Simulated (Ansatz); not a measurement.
This script for Ansatz 0.2.0 through its Python package starts 6 runs on SnO, space group Pmn2_1. What input does the engine get in each?

`kconv.py`
```python
"""Convergence of SnO with the k-point mesh."""

import ansatz as az
import pandas as pd


def main() -> None:
    system = (
        az.Lattice.orthorhombic(3.355, 5.6741, 4.22197)
        .space_group(31, hermann_mauguin="Pmn21")
        .atom("Sn", (0.0, 0.23191, 0.51314))
        .atom("O", (0.0, 0.89125, 0.73686))
    )

    base = (
        system.calculation()
        .functional("pbesol")
        .occupations("Fixed")
        .scf(tolerance=1e-10)
        .forces()
        .stress()
    )

    rows = []
    for value in [(2, 2, 2), (4, 2, 4), (4, 4, 4), (6, 4, 4), (8, 4, 6), (8, 6, 8)]:
        data = base.kpoints(*value).run(threads=1, backend="cpu").report
        rows.append((value, data["free_energy_ev"] / len(data["lattice"]["sites"]), data["n_iterations"], sum(data["stress_gpa"][i][i] for i in range(3)) / 3, max(abs(f) for row in data["forces_ev_ang"] for f in row), data["n_kpoints"]))

    table = pd.DataFrame(rows, columns=["mesh", "F/atom (eV)", "iterations", "P (GPa)", "max component (eV/A)", "k-points"])
    print(table.round(5).to_string(index=False))

    # the last row is the reference
    for row in rows[:-1]:
        shift = 1000 * (row[1] - rows[-1][1])
        print(f"{row[0]}: {shift:+.2f} meV/atom" + ("  (within 5 meV)" if abs(shift) < 5 else ""))


if __name__ == "__main__":
    main()
```

Run 1:
```yaml
crystal:
  lattice:
    bravais: orthorhombic
    a: 3.355
    b: 5.6741
    c: 4.22197
  space_group: 31
  setting:
    hermann_mauguin: Pmn21
  atoms:
    - { symbol: Sn, position: [0.0, 0.23191, 0.51314] }
    - { symbol: O, position: [0.0, 0.89125, 0.73686] }
kpoints:
  mp_grid:
    grid: [2, 2, 2]
hamiltonian:
  xc: pbesol
scf:
  convergence:
    dr2_threshold: 1.0e-10
  occupations:
    method: fixed
output:
  forces: true
  stress: true
```

Run 2, against run 1:
```diff
-    grid: [2, 2, 2]
+    grid: [4, 2, 4]
```

Run 3, against run 1:
```diff
-    grid: [2, 2, 2]
+    grid: [4, 4, 4]
```

Run 4, against run 1:
```diff
-    grid: [2, 2, 2]
+    grid: [6, 4, 4]
```

Run 5, against run 1:
```diff
-    grid: [2, 2, 2]
+    grid: [8, 4, 6]
```

Run 6, against run 1:
```diff
-    grid: [2, 2, 2]
+    grid: [8, 6, 8]
```

```console
$ python kconv.py
DeckWarning: basis.ecutwfc = 420 eV, auto-derived from the records' recommended cutoffs: set by Sn (normal level)
     mesh  F/atom (eV)  iterations  P (GPa)  max component (eV/A)  k-points
(2, 2, 2)  -3255.19205           9 -2.67495               0.23729         8
(4, 2, 4)  -3255.25352           9 -3.24430               0.39975        18
(4, 4, 4)  -3255.25126           9 -3.16753               0.40152        27
(6, 4, 4)  -3255.25062           9 -3.08026               0.40974        36
(8, 4, 6)  -3255.25051           9 -3.07225               0.40753        60
(8, 6, 8)  -3255.25048           9 -3.07218               0.40766       100
(2, 2, 2): +58.43 meV/atom
(4, 2, 4): -3.03 meV/atom  (within 5 meV)
(4, 4, 4): -0.77 meV/atom  (within 5 meV)
(6, 4, 4): -0.14 meV/atom  (within 5 meV)
(8, 4, 6): -0.03 meV/atom  (within 5 meV)
```
(Warnings from the package without file and line.)

From 4×2×4 on it stays within 5 meV an atom of the value at 8×6×8; the first row (2×2×2) is off by 58.4 meV and the last but one by 0.03 meV. It goes up and down, since the sum over k-points isn't variational. The pressure moves from -2.67 to -3.07 GPa.

Pressure is positive in compression. The structure comes from a database of computed cells and needn't be a stable or known phase. Shifts are counted from the finest mesh, which is itself no proven limit. By the engine's processor time: 33 s on 1 thread of Intel(R) Xeon(R) Processor @ 2.30GHz, with other jobs on the host, peak memory 0.64 GiB.
